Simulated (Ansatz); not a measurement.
Theory: Ansatz, DFT PBE, scalar-relativistic, plane waves, PAW. All cells share a 420 eV cutoff and Γ-centred k meshes spaced at most about 0.3 Å⁻¹ (about 0.25 or finer for metals, 2π included). No spin polarisation.

Temperature and zero-point effects are left out.

Compare these two cells of Zn₄S, each relaxed at this level.

A.

```xyz
5
Lattice="4.4950 0.0000 0.0000 0.0000 4.4950 0.0000 0.0000 0.0000 4.4950" Properties=species:S:1:pos:R:3 pbc="T T T"
Zn    1.3345    1.3345    1.3345
Zn    3.1605    3.1605    1.3345
Zn    3.1605    1.3345    3.1605
Zn    1.3345    3.1605    3.1605
S     0.0000    0.0000    0.0000
```

B.

```xyz
5
Lattice="0.0000 4.5329 4.5329 4.5329 0.0000 4.5329 4.5329 4.5329 0.0000" Properties=species:S:1:pos:R:3 pbc="T T T"
Zn    5.8950    7.7037    5.8950
Zn    5.8950    5.8950    7.7037
Zn    7.7037    7.7037    7.7037
Zn    7.7037    5.8950    5.8950
S     0.0000    0.0000    0.0000
```

Question: Which is lower in energy, and by how much?

Answer: A is lower, by 0.38 eV/atom. A has space group P-43m (No. 215), 18.2 Å³/atom and no gap on its mesh; B has space group F-43m (No. 216), 37.3 Å³/atom and no gap. The denser one is the lower, and pressure would at first widen the difference. In A, Zn has 1 S at 2.31 Å and 3 Zn at 2.58 Å; around S lie 4 Zn at 2.31 Å. In B, Zn is surrounded by 1 S at 2.36 Å and 3 Zn at 2.56 Å; S is surrounded by 4 Zn at 2.36 Å. Both come from invented guesses.

Cells relaxed within their symmetry can be saddle points.

Nearest neighbours barely separate the two cells: in both, Zn₄ tetrahedra are linked through sulfur that is itself tetrahedrally surrounded by zinc. What differs is how these units pack. In A, zinc atoms of adjacent tetrahedra approach one another in a further shell that the much more open B lacks. Sulfur can take up only two of the eight zinc 4s electrons per formula unit, so most remain for Zn–Zn bonding, which fits the absence of a gap in either cell. Such electrons gain from delocalising over many neighbours, and this is probably the main reason A lies 0.38 eV/atom lower. The slightly shorter Zn–S bond in A may contribute, whereas the Zn–Zn contacts within the tetrahedra are marginally shorter in B, so stronger bonding inside the clusters is unlikely to explain the order. The preference for A says nothing about survival against separation into ZnS and metallic zinc, the outcome expected from the known chemistry of so zinc-rich a composition.
